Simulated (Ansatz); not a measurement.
# Al2O3: the cell at several levels of theory

Aim: relax Al2O3, database structure with PBE, r2SCAN and PBEsol and see how far the functionals disagree on the cell.

Code: Ansatz 0.2.0. PAW datasets, plane waves, zero pressure. No spin polarisation and no zero-point or thermal motion.

## (1) Starting point

The symmetry is Pnnm (No. 58, orthorhombic); a = 4.614 Å, b = 9.563 Å, c = 3.120 Å in the conventional setting, 13.77 Å³ an atom. Al has 4 O at 1.68–1.82 Å; O has 3 Al at 1.82 Å; O has 2 Al at 1.68 Å.

Coordinates:

```cif
data_structure
_symmetry_space_group_name_H-M 'Pnnm'
_symmetry_Int_Tables_number 58
_cell_length_a 4.6138
_cell_length_b 9.5633
_cell_length_c 3.1199
_cell_angle_alpha 90.000
_cell_angle_beta 90.000
_cell_angle_gamma 90.000
_cell_volume 137.66
loop_
_atom_site_label
_atom_site_type_symbol
_atom_site_symmetry_multiplicity
_atom_site_Wyckoff_symbol
_atom_site_fract_x
_atom_site_fract_y
_atom_site_fract_z
_atom_site_occupancy
Al1 Al 4 g 0.51702 0.32457 0.50000 1
O1 O 4 g 0.87636 0.24695 0.50000 1
O2 O 2 a 0.00000 0.00000 0.00000 1
```

## (2) Relaxation with PBE

File input.yaml:

```yaml
crystal:
  lattice:
    - [4.613777, 0.0, 0.0]
    - [0.0, 9.563279, 0.0]
    - [0.0, 0.0, 3.119862]
  atoms:
    - { symbol: Al, position: [0.517025, 0.324573, 0.5] }
    - { symbol: Al, position: [0.482975, 0.675427, 0.5] }
    - { symbol: Al, position: [0.017025, 0.175427, 0.0] }
    - { symbol: Al, position: [0.982975, 0.824573, 0.0] }
    - { symbol: O, position: [0.876365, 0.24695, 0.5] }
    - { symbol: O, position: [0.0, 0.0, 0.0] }
    - { symbol: O, position: [0.623635, 0.74695, 0.0] }
    - { symbol: O, position: [0.376365, 0.25305, 0.0] }
    - { symbol: O, position: [0.123635, 0.75305, 0.5] }
    - { symbol: O, position: [0.5, 0.5, 0.5] }
kpoints:
  mp_grid: { grid: [6, 4, 8] }
hamiltonian:
  xc: pbe
scf:
  occupations: { method: fermi_dirac, width: 0.02 }
relax:
  f_tol: 0.005
  cell: {}
```

Launch:

```
$ ansatz run input.yaml --threads 4 --pin off --max-ram 6451MiB --backend cpu --events-out ev --progress --plain --runs-dir out
```

The runs that follow: r2SCAN: cell and atoms; Relaxing with PBEsol.

Before running it: what results should come out? Wanted: for each run, a; b; c; volume; space group; SCF geometries.

**Answer**, as computed:

| level | a (Å) | b (Å) | c (Å) | volume (Å³/atom) | space group | SCF geometries |
| --- | --- | --- | --- | --- | --- | --- |
| PBE | 4.712 | 9.704 | 3.026 | 13.835 | Pnnm | 12 |
| r2SCAN | 4.627 | 9.609 | 2.996 | 13.320 | Pnnm | 9 |
| PBEsol | 4.668 | 9.661 | 3.003 | 13.541 | Pnnm | 9 |

What this shows: From the start to the first minimum the volume moved by +0.5 %. r2SCAN gives the smallest cell and PBE the largest; they differ by 3.9 % in volume, a mean of 1.3 % in length.
